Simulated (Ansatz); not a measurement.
A run of Ansatz 0.2.0 is set up as follows.

The input input.yaml:

```yaml
crystal:
  lattice:
    - [0.0, 2.703, 2.703]
    - [2.703, 0.0, 2.703]
    - [2.703, 2.703, 0.0]
  atoms:
    - { symbol: Ni, position: [0.0, 0.0, 0.0], spin: 1.0 }
    - { symbol: Si, position: [0.75, 0.75, 0.75] }
    - { symbol: Si, position: [0.25, 0.25, 0.25] }
hamiltonian:
  xc: pbe
  pseudopotentials: { kind: paw }
  hubbard: { sites: [{ species: Ni, l: d, u_eff: 1.0 }] }
magnetization:
  spin_polarized: true
kpoints:
  mp_grid: { grid: [9, 9, 9] }
scf:
  occupations: { method: fermi_dirac, width: 0.05 }
output:
  forces: true
  stress: true
  eigenvalues: true
relax:
  f_tol: 0.01
  max_steps: 40
  cell: { stress_tol: 0.05 }
```

Potentials or basis: Ansatz PAW.

Run with:

```console
$ ansatz run input.yaml --threads 2 --pin off --max-ram 5632MiB --backend cpu --events-out ev --progress --plain --runs-dir out
```

What does it give for the absolute moment?

0.00 μB per cell.

Predict the band gap on the k mesh.

none (metal or under the smearing width).

Estimate the relaxed cell.

a = 3.854 Å, b = 3.854 Å, c = 3.854 Å, α = 60.00°, β = 60.00°, γ = 60.00°.

Predict the space group after relaxing (to 0.05 Å).

Fm-3m (No. 225).

Eigenvalues of the final occupation matrices:
```tsv
site	spin	trace	eigenvalues
site 1	1	4.44	0.85 0.85 0.85 0.94 0.94
site 1	2	4.44	0.85 0.85 0.85 0.94 0.94
```

Caveat: the magnetic or orbital state may not be the lowest; the U is typed as a test and isn't derived for this compound; the starting moments weren't kept. The state reached can hang on the start; a lower one may exist.
